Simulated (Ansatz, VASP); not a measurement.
# Co (Co(0001)): VASP beside Ansatz

Aim: how closely do two programs agree when they are given the same cell, functional and k mesh? The cell is taken from a series of runs on this material, whose earlier steps may have relaxed, scaled, displaced or heated it; both programs get it as it stands. Other levels of theory on this material are compared in a session of their own.

Calculated with Ansatz 0.2.0; plane waves, with VASP 6.6.1 beside it; single point at LDA.

### Step 1. Set-up

The cell holds 7 atoms: 7 Co. Cell: a = 2.510 Å, b = 2.510 Å, c = 30.214 Å, α = 90.0°, β = 90.0°, γ = 60.0°. Vacuum lies along c.

### Step 2. Ansatz: single point, LDA

Ansatz runs on norm-conserving files, of PseudoDojo where its log says so.

A single point gives forces, pressure and levels at one fixed geometry, so differences don't come from the geometry; what else differs is listed under the comparison.

Contents of input.yaml:

```yaml
crystal:
  lattice:
    - [2.51, 0.0, 0.0]
    - [1.255, 2.1737237635, 0.0]
    - [0.0, 0.0, 30.21366]
  atoms:
    - { symbol: Co, position: [0.0, 0.0, 0.2978785093], spin: 1.7 }
    - { symbol: Co, position: [0.6666666667, 0.6666666667, 0.3652523395], spin: 1.7 }
    - { symbol: Co, position: [0.0, 0.0, 0.4326261698], spin: 1.7 }
    - { symbol: Co, position: [0.6666666667, 0.6666666667, 0.5], spin: 1.7 }
    - { symbol: Co, position: [0.0, 0.0, 0.5673738302], spin: 1.7 }
    - { symbol: Co, position: [0.6666666667, 0.6666666667, 0.6347476605], spin: 1.7 }
    - { symbol: Co, position: [0.0, 0.0, 0.7021214907], spin: 1.7 }
magnetization:
  spin_polarized: true
kpoints:
  mp_grid: { grid: [19, 19, 1] }
hamiltonian:
  xc: lda
  pseudopotentials: { kind: nc }
scf:
  occupations: { method: fermi_dirac, width: 0.1 }
  convergence: { dr2_threshold: 1.0e-09 }
efield:
  axis: 3
  dipole_correction: true
  ramp_position: 0.97
  ramp_width: 0.06
output:
  write_potential: true
  write_density: true
  volumetric_format: npy
```

Started as:

```
$ ansatz run input.yaml --threads 4 --pin off --max-ram 6144MiB --backend cpu --events-out ev --progress --plain --runs-dir out
```

Numbers of over 12 decimals in the logs are rounded to 6 here.

The log of the run:

```text
Engine: ansatz 0.2.0, aarch64-unknown-linux-gnu
Pseudopotentials: kind: nc
Pseudopotential: Co, nc, valence charge 17, recommended cutoff 1306.14654 eV (normal), Co.nc.azcp (PseudoDojo's, or run here from an input of PseudoDojo's: the run reads no file of this project's for it)
Functional definition: SPW92
  exchange = slater_x
  correlation = pw_c
Crystal: 7 atoms, lattice volume = 164.847 Å³
Basis set: ecut = 1306.14654 eV, 17813 PW (Γ)
Bands: 79, of which v1, the nominal top of the filled ones, is band 60 counted from 1 (59 counted from 0)
Symmetry: 6 space group operations
k-points: 40 of 361 (time reversal used)
Non-local potential: Co, projectors of the file, l = 0: 2, l = 1: 2, l = 2: 2
Initial density: superposition of atomic densities (neutral atoms: chi_scale 0, normalization atom)
Starting moments: Σ|m| = 11.9 μB on 7 of 7 sites
Initial wavefunctions: pseudopotential atomic-orbital guess
Functional: x = slater, c = lda
SCF iter   1: F=—  HF=-29110.075144 eV  |F-HF|=—  |Δ(HF+E_count)|=         —  Δρ=5.45e-2 (↑4.93e-2 ↓5.45e-2)  dr2=4.93e1  dr2_m=3.26e0  M=10.985 μB ∫|m|=11.195 μB  β_m=0.30  ethr=3.10e-3  p=-0.000 e·Å  D=-3.50e-14 V/Å  ΔV_dip=0.00 eV  dr2_dipole=6.74e-9  V_vac-E_F(+/−)=9.47/9.47 eV  ⟨swp⟩=10.5  Hψ=33554  notcnv=0  defer=132
efield: sawtooth ramp at fractional position 0.9700 (set: `efield.ramp_position`, or a place that a band, a saddle search or an elastic batch's reference lends), width 0.0600; the density the first Hamiltonian is built on has a dipole p = -0.000 e·Å; the dipole correction subtracts the counter field D = -3.50e-14 V/Å, which shifts the + side's vacuum level by +0.00 eV against the − side's; the planar-averaged density in the ramp window peaks in size at 2.2e-7 e/Å³
preconditioner: auto → LDOS  [metal: Δε(μ)=0.005 eV  Ē_g=7.823 eV  σ=0.100 eV  W_gap=0.01  n_scr=24 (ndim 8)  ℏωp=23.0 eV  f_vac=0.488  D(μ)=7.98/eV (n_scr^D=70)]
spin=Collinear: LDOS preconditioning applied to the charge; magnetization (m = ρ↑ − ρ↓) channel mixes plain (no charge-response kernel on spin).
SCF iter   2: F=—  HF=-29109.449748 eV  |F-HF|=—  |Δ(HF+E_count)|=   6.25e-1  Δρ=3.68e-2 (↑3.52e-2 ↓3.68e-2)  dr2=2.51e1  dr2_m=1.55e0  M=11.062 μB ∫|m|=11.349 μB  β_m=0.30  ethr=3.10e-3  p=0.000 e·Å  D=6.94e-6 V/Å  ΔV_dip=-0.00 eV  dr2_dipole=1.54e-9  V_vac-E_F(+/−)=7.93/7.93 eV  ⟨swp⟩=1.4  Hψ=7424  notcnv=0  defer=222  κ⁻¹=1.0e0(r=1)
SCF iter   3: F=—  HF=-29109.000529 eV  |F-HF|=—  |Δ(HF+E_count)|=   4.49e-1  Δρ=2.56e-2 (↑2.28e-2 ↓2.56e-2)  dr2=2.14e0  dr2_m=8.04e-1  M=10.994 μB ∫|m|=11.390 μB  β_m=0.30  ethr=3.10e-3  p=0.000 e·Å  D=1.54e-5 V/Å  ΔV_dip=-0.00 eV  dr2_dipole=3.72e-8  V_vac-E_F(+/−)=4.18/4.18 eV  ⟨swp⟩=3.5  Hψ=14795  notcnv=0  defer=280  κ⁻¹=2.6e-4(r=2)
SCF iter   4: F=—  HF=-29108.973547 eV  |F-HF|=—  |Δ(HF+E_count)|=   2.70e-2  Δρ=1.68e-2 (↑1.68e-2 ↓1.62e-2)  dr2=9.96e-2  dr2_m=3.95e-1  M=11.072 μB ∫|m|=11.529 μB  β_m=0.30  ethr=1.80e-3  p=0.000 e·Å  D=8.31e-6 V/Å  ΔV_dip=-0.00 eV  dr2_dipole=1.20e-8  V_vac-E_F(+/−)=5.30/5.30 eV  ⟨swp⟩=2.4  Hψ=7040  notcnv=0  defer=388  κ⁻¹=2.1e-4(r=3)
SCF iter   5: F=—  HF=-29109.047479 eV  |F-HF|=—  |Δ(HF+E_count)|=   7.39e-2  Δρ=1.27e-2 (↑1.27e-2 ↓1.24e-2)  dr2=1.02e0  dr2_m=2.17e-1  M=11.129 μB ∫|m|=11.647 μB  β_m=1.00  ethr=8.37e-5  p=-0.000 e·Å  D=-3.11e-6 V/Å  ΔV_dip=0.00 eV  dr2_dipole=3.01e-11  V_vac-E_F(+/−)=5.91/5.91 eV  ⟨swp⟩=2.6  Hψ=9818  notcnv=0  defer=398  κ⁻¹=3.8e-5(r=4)
SCF iter   6: F=—  HF=-29109.067115 eV  |F-HF|=—  |Δ(HF+E_count)|=   1.96e-2  Δρ=4.55e-3 (↑4.55e-3 ↓3.87e-3)  dr2=2.98e-2  dr2_m=2.42e-2  M=11.240 μB ∫|m|=11.938 μB  β_m=0.30  ethr=8.37e-5  p=-0.000 e·Å  D=-2.55e-7 V/Å  ΔV_dip=0.00 eV  dr2_dipole=8.30e-10  V_vac-E_F(+/−)=5.34/5.34 eV  ⟨swp⟩=2.1  Hψ=9623  notcnv=0  defer=406  κ⁻¹=1.6e-5(r=5)
SCF iter   7: F=—  HF=-29109.070278 eV  |F-HF|=—  |Δ(HF+E_count)|=   3.16e-3  Δρ=3.81e-3 (↑3.81e-3 ↓3.32e-3)  dr2=2.07e-2  dr2_m=1.69e-2  M=11.259 μB ∫|m|=11.972 μB  β_m=0.30  ethr=2.50e-5  p=-0.000 e·Å  D=-2.87e-7 V/Å  ΔV_dip=0.00 eV  dr2_dipole=9.72e-10  V_vac-E_F(+/−)=5.34/5.34 eV  ⟨swp⟩=1.2  Hψ=6282  notcnv=0  defer=398  κ⁻¹=8.5e-7(r=6)
SCF iter   8: F=—  HF=-29109.071978 eV  |F-HF|=—  |Δ(HF+E_count)|=   1.70e-3  Δρ=3.27e-3 (↑3.18e-3 ↓3.27e-3)  dr2=2.17e-3  dr2_m=1.36e-2  M=11.274 μB ∫|m|=12.002 μB  β_m=0.30  ethr=1.74e-5  p=0.000 e·Å  D=1.35e-7 V/Å  ΔV_dip=-0.00 eV  dr2_dipole=2.47e-9  V_vac-E_F(+/−)=5.29/5.29 eV  ⟨swp⟩=1.6  Hψ=6414  notcnv=0  defer=398  κ⁻¹=3.3e-8(r=7)
SCF iter   9: F=—  HF=-29109.073148 eV  |F-HF|=—  |Δ(HF+E_count)|=   1.17e-3  Δρ=2.74e-3 (↑2.74e-3 ↓2.14e-3)  dr2=8.24e-3  dr2_m=8.22e-3  M=11.288 μB ∫|m|=12.027 μB  β_m=0.30  ethr=1.82e-6  p=-0.000 e·Å  D=-2.78e-6 V/Å  ΔV_dip=0.00 eV  dr2_dipole=1.40e-10  V_vac-E_F(+/−)=5.31/5.31 eV  ⟨swp⟩=2.1  Hψ=8526  notcnv=0  defer=398  κ⁻¹=8.8e-9(r=8)
[...]
SCF iter  16: F=—  HF=-29109.075168 eV  |F-HF|=—  |Δ(HF+E_count)|=   4.58e-4  Δρ=2.07e-3 (↑1.29e-3 ↓2.07e-3)  dr2=5.00e-3  dr2_m=4.25e-3  M=11.337 μB ∫|m|=12.119 μB  β_m=0.30  ethr=6.40e-7  p=0.000 e·Å  D=1.18e-7 V/Å  ΔV_dip=-0.00 eV  dr2_dipole=6.87e-10  V_vac-E_F(+/−)=5.32/5.32 eV  ⟨swp⟩=1.4  Hψ=6333  notcnv=0  defer=395  κ⁻¹=2.0e-7(r=8)
[...]
spin-set hold released at iteration 18 (site moments' squared step at or under half its running peak, from the soft ceiling on): the magnetisation degrees of freedom join the quasi-Newton model from the next iteration; the mixer history was flushed
SCF iter  19: F=—  HF=-29109.075936 eV  |F-HF|=—  |Δ(HF+E_count)|=   2.24e-4  Δρ=7.34e-4 (↑3.34e-4 ↓7.34e-4)  dr2=6.91e-4  dr2_m=4.26e-4  M=11.344 μB ∫|m|=12.128 μB  β_m=0.65  ethr=6.40e-7  p=-0.000 e·Å  D=-8.49e-7 V/Å  ΔV_dip=0.00 eV  dr2_dipole=6.87e-10  V_vac-E_F(+/−)=5.33/5.33 eV  ⟨swp⟩=1.4  Hψ=6438  notcnv=0  defer=395
density mixer auto → msr1: a metal under ldos (density of states about μ 3.23 of a free-electron gas's, 24 screened modes)
SCF iter  20: F=—  HF=-29109.075982 eV  |F-HF|=—  |Δ(HF+E_count)|=   4.59e-5  Δρ=5.57e-4 (↑1.78e-4 ↓5.57e-4)  dr2=8.48e-4  dr2_m=2.02e-4  M=11.345 μB ∫|m|=12.128 μB  β_m=0.82  ethr=5.81e-7  p=-0.000 e·Å  D=-5.35e-7 V/Å  ΔV_dip=0.00 eV  dr2_dipole=5.25e-10  V_vac-E_F(+/−)=5.33/5.33 eV  ⟨swp⟩=1.5  Hψ=6628  notcnv=0  defer=395
SCF iter  21: F=—  HF=-29109.075983 eV  |F-HF|=—  |Δ(HF+E_count)|=   4.81e-7  Δρ=1.05e-4 (↑3.98e-5 ↓1.05e-4)  dr2=6.72e-5  dr2_m=6.45e-6  M=11.346 μB ∫|m|=12.129 μB  β_m=0.91  ethr=5.81e-7  p=0.000 e·Å  D=1.09e-7 V/Å  ΔV_dip=-0.00 eV  dr2_dipole=6.40e-12  V_vac-E_F(+/−)=5.33/5.33 eV  ⟨swp⟩=1.4  Hψ=6198  notcnv=0  defer=395
SCF iter  22: F=—  HF=-29109.076002 eV  |F-HF|=—  |Δ(HF+E_count)|=   1.97e-5  Δρ=3.08e-5 (↑3.08e-5 ↓2.78e-5)  dr2=1.45e-6  dr2_m=1.10e-6  M=11.347 μB ∫|m|=12.130 μB  β_m=0.96  ethr=5.65e-8  p=0.000 e·Å  D=8.46e-8 V/Å  ΔV_dip=-0.00 eV  dr2_dipole=3.93e-11  V_vac-E_F(+/−)=5.33/5.33 eV  ⟨swp⟩=1.9  Hψ=7630  notcnv=0  defer=395
SCF iter  23: F=—  HF=-29109.077116 eV  |F-HF|=—  |Δ(HF+E_count)|=   1.11e-3  Δρ=1.46e-5 (↑5.28e-6 ↓1.46e-5)  dr2=1.58e-6  dr2_m=1.27e-7  M=11.347 μB ∫|m|=12.130 μB  β_m=0.98  ethr=1.22e-9  p=0.000 e·Å  D=3.13e-8 V/Å  ΔV_dip=-0.00 eV  dr2_dipole=1.50e-13  V_vac-E_F(+/−)=5.33/5.33 eV  ⟨swp⟩=2.5  Hψ=10059  notcnv=0  defer=396
SCF iter  24: F=—  HF=-29109.077116 eV  |F-HF|=—  |Δ(HF+E_count)|=   3.14e-9  Δρ=4.28e-6 (↑1.20e-6 ↓4.28e-6)  dr2=5.01e-8  dr2_m=9.84e-9  M=11.347 μB ∫|m|=12.130 μB  β_m=0.99  ethr=1.22e-9  p=0.000 e·Å  D=2.88e-9 V/Å  ΔV_dip=-0.00 eV  dr2_dipole=3.82e-15  V_vac-E_F(+/−)=5.33/5.33 eV  ⟨swp⟩=1.1  Hψ=5978  notcnv=0  defer=396
SCF iter  25: F=—  HF=-29109.077116 eV  |F-HF|=—  |Δ(HF+E_count)|=   7.72e-9  Δρ=1.18e-6 (↑5.21e-7 ↓1.18e-6)  dr2=2.83e-9  dr2_m=7.23e-10  M=11.347 μB ∫|m|=12.131 μB  β_m=0.99  ethr=4.21e-11  p=0.000 e·Å  D=4.88e-10 V/Å  ΔV_dip=-0.00 eV  dr2_dipole=1.09e-14  V_vac-E_F(+/−)=5.33/5.33 eV  ⟨swp⟩=2.2  Hψ=8583  notcnv=0  defer=396
iter 26 did not close the SCF: its close was put off for the exchange–correlation potential of the local minority spin (scf_convergence_deferred on its scf_iter line)
SCF iter  26: F=-29109.077116 eV  HF=-29109.077116 eV  |F-HF|=1.75e-10  |Δ(HF+E_count)|=  4.40e-10  Δρ=2.05e-7 (↑1.89e-7 ↓2.05e-7)  dr2=5.02e-11  dr2_m=4.61e-11  M=11.347 μB ∫|m|=12.131 μB  β_m=1.00  ethr=1.00e-12  p=-0.000 e·Å  D=-5.80e-9 V/Å  ΔV_dip=0.00 eV  dr2_dipole=7.53e-14  V_vac-E_F(+/−)=5.33/5.33 eV  ⟨swp⟩=13.8  Hψ=30449  notcnv=0
SCF iter  27: F=-29109.077116 eV  HF=-29109.077116 eV  |F-HF|=2.91e-11  |Δ(HF+E_count)|=  1.89e-10  Δρ=6.00e-8 (↑2.97e-8 ↓6.00e-8)  dr2=1.03e-11  dr2_m=2.37e-12  M=11.347 μB ∫|m|=12.131 μB  ethr=1.00e-12  p=-0.000 e·Å  D=-8.98e-10 V/Å  ΔV_dip=0.00 eV  dr2_dipole=1.34e-15  V_vac-E_F(+/−)=5.33/5.33 eV  ⟨swp⟩=2.5  Hψ=14239  notcnv=0
SCF 1 converged in 27 iterations: F = -29109.077116 eV  dr2 = 1.03e-11
SCF converged after 27 iterations
Magnetization: 11.3471 μB (65.1735 up, 53.8265 down)
Absolute magnetization: 12.1305 μB (∫|ρ↑−ρ↓|)
Spin contamination: 0.1628 ħ² per cell (⟨S²⟩ above its minimum at these occupations)
Per-site moments (μB) at R_I (Å): [(1.736741, 1.030734), (1.668794, 1.030734), (1.619636, 1.030734), (1.631939, 1.030734), (1.619636, 1.030734), (1.668794, 1.030734), (1.736741, 1.030734)]
Free energy (F): -29109.077116 eV
Harris-Foulkes:  -29109.077116 eV  (|F-HF|=2.91e-11)
Internal energy: -29108.818205 eV  (E = F + TS)
E sigma→0 (E₀):  -29108.947661 eV
Entropy (-TS):   -0.258910 eV (-36.987 meV/atom)
Fermi energy:    5.837035 eV
Dipole field:    D = -0.000000 V/Å  (p = -0.000000 e·Å, saw-weighted, corrected)
Work function:   Φ+ = 5.3301 eV   Φ− = 5.3301 eV
Levels:          The Fermi level and band energies are counted from a zero that moves with the ramp; work functions are not
--- Per-component energies (eV) ---
  E_band       = -3196.407155
  E_kinetic    = 12879.113176
  E_local      = -356133.346797  (includes V_loc(G=0)·N_el)
  E_nonlocal   = -3651.408012
  E_hartree    = 173848.969965
  E_xc         = -5287.920770
  E_vxc        = -3988.706154  (∫ρ·V_xc dr)
  E_efield     = 0.000000  (sawtooth field / dipole correction)
  E_vefield    = 0.000000  (∫n·V_field dr)
  E_ewald      = 149235.774232
  E_smearing   = -0.258910  (= −TS)
  E_closure    = -0.000000  (closes the sum)
  Σ components = -29109.077116   (vs F -29109.077116, Δ=0.00e0)
--- Band table (eV; the first three rows and the last of 80) ---
  k-point 0 ↑: bands = [... 56 lower, 4.3186, 4.3186, 4.3190, 4.5710, 4.5710, 4.8091, 4.8091, 4.9545, ... 15 higher]
  k-point 1 ↑: bands = [... 56 lower, 4.1650, 4.2972, 4.3042, 4.5605, 4.5644, 4.6857, 4.7899, 4.8033, ... 15 higher]
  k-point 2 ↑: bands = [... 56 lower, 4.0591, 4.1611, 4.2724, 4.3559, 4.5032, 4.5353, 4.7553, 4.7882, ... 15 higher]
  k-point 39 ↓: bands = [... 56 lower, 6.5192, 6.6630, 6.7023, 6.7626, 6.7983, 6.8528, 6.8597, 10.6732, ... 15 higher]
```

[end of part 1 of 2]

[Lines on the potential files, build, host, timing and source positions are cut from VASP's logs without a mark.]

[Logs are printed without paths, hosts, clocks, repeated set-up lines and the standing remarks that a program may print on its own settings, such as how far it seeks lower states.]

[Hosts, paths, dates, database ids (printed as entryN), source tags and the programs' standing remarks are cut or masked in the printed files.]
